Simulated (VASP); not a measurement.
A run of VASP 6.6.1 is set up as follows.

Contents of INCAR:

```
SYSTEM = GaSe
PREC = Accurate
ENCUT = 600
EDIFF = 1E-7
ISMEAR = 0
SIGMA = 0.03
LREAL = .False.
LASPH = .True.
NELM = 80
ALGO = Normal
ISIF = 3
LWAVE = .False.
LCHARG = .False.
GGA = PE
IVDW = 12
IBRION = 2
NSW = 90
EDIFFG = -0.005
KPAR = 4
```

Contents of KPOINTS:

```
Automatic mesh
0
Gamma
  12 12 2
  0 0 0
```

Contents of POSCAR:

```
GaSe                                    
1.0
    3.7709758337      0.0000000000     -0.0000000000
   -1.8854879168      3.2657608690     -0.0000000000
    0.0000000000      0.0000000000     15.9712918297
  Ga              Se            
     4     4
Direct
     0.3333333332999970    0.6666666667000030    0.1734410702058591
     0.6666666667000030    0.3333333332999970    0.6734410702058590
     0.3333333332999970    0.6666666667000030    0.3265589297941410
     0.6666666667000030    0.3333333332999970    0.8265589297941410
     0.3333333332999970    0.6666666667000030    0.5995059460791368
     0.6666666667000030    0.3333333332999970    0.0995059460791369
     0.3333333332999970    0.6666666667000030    0.9004940539208632
     0.6666666667000030    0.3333333332999970    0.4004940539208631
```

Potentials or basis: VASP PAW PBE potentials, release 64 (Ga_d, Se).

Command:

```bash
$ cat potpaw_PBE.64/Ga_d/POTCAR potpaw_PBE.64/Se/POTCAR > POTCAR
$ mpirun -np 4 vasp_std > vasp.out
```

**Question.** Estimate the dispersion energy per atom.

**Answer.** -0.290 eV.

**Question.** Predict the space group after relaxing (to 0.05 Å).

**Answer.** P6_3/mmc (No. 194).

Final structure:
```yaml
crystal:
  lattice:
    - [3.77097, 0.00000, 0.00000]
    - [-1.88549, 3.26576, 0.00000]
    - [0.00000, 0.00000, 15.96669]
  atoms:
    - { symbol: Ga, position: [0.33333, 0.66667, 0.17346] }
    - { symbol: Ga, position: [0.66667, 0.33333, 0.67346] }
    - { symbol: Ga, position: [0.33333, 0.66667, 0.32654] }
    - { symbol: Ga, position: [0.66667, 0.33333, 0.82654] }
    - { symbol: Se, position: [0.33333, 0.66667, 0.59951] }
    - { symbol: Se, position: [0.66667, 0.33333, 0.09951] }
    - { symbol: Se, position: [0.33333, 0.66667, 0.90049] }
    - { symbol: Se, position: [0.66667, 0.33333, 0.40049] }
```
